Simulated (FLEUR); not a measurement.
The system is WS2 (Tungstenite).

```
CELL_PARAMETERS angstrom
3.18000 0.00000 0.00000
-1.59000 2.75396 0.00000
0.00000 0.00000 12.50000
ATOMIC_POSITIONS crystal
W 0.66667 0.33333 0.75000
W 0.33333 0.66667 0.25000
S 0.66667 0.33333 0.37500
S 0.33333 0.66667 0.87500
S 0.66667 0.33333 0.12500
S 0.33333 0.66667 0.62500
```

Base run:

* Program: FLEUR MaX-R8.1 (later development tree)
* Functional: r2SCAN
* Potentials or basis: all-electron
* Basis: FLAPW
* Kmax: 5.57 1/bohr
* k mesh: 10 × 10 × 3
* Occupations: fermi-dirac, width 0.05 eV
* Spin: no spin polarisation

Its results: band gap on the k mesh 1.23 eV, indirect (least direct gap 2.21 eV).

The run is repeated on the same cell with these changes: functional from r2SCAN to PBEsol. What comes out?

Band gap on the k mesh 1.07 eV, indirect (least direct gap 2.08 eV).

r2SCAN gives the wider gap, since meta-GGAs in the generalised Kohn-Sham scheme recover part of the derivative discontinuity.

Caveats: spin-orbit coupling is left out, which moves the levels of the heavy elements; the meta-GGA is that of a development version, with a GGA for the radial functions and cores and without core tails (some runs).

A k mesh can miss the band edges.
